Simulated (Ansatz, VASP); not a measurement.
**I in VASP and in Ansatz**

```xyz
1
Lattice="0.0000 2.4918 2.4918 2.4918 0.0000 2.4918 2.4918 2.4918 0.0000" Properties=species:S:1:pos:R:3 pbc="T T T"
I     0.0000    0.0000    0.0000
```

The real solid is made of molecules; this cell is a model form.

Alike in both runs: task single point; functional LDA; k mesh 14 × 14 × 14; occupations fermi-dirac, width 0.05 eV; no spin polarisation.

|  | VASP | Ansatz |
| --- | --- | --- |
| version | VASP 6.6.1 | Ansatz 0.2.0 |
| potentials or method | VASP PAW LDA potentials, release 64 (I), cutoff 520 eV | all-electron LAPW, scalar-relativistic |

|  | VASP | Ansatz | Ansatz less VASP |
| --- | --- | --- | --- |
| pressure (GPa) | -0.1 | 0.0 | +0.05 |

Ansatz ran all-electron here, so the differences hold the error of VASP's frozen core and of both bases.

Caveats: an odd number of electrons without spin polarisation forces a metal; a magnetic or distorted state may lie lower. Spin-orbit coupling is left out, which matters for the levels of I.
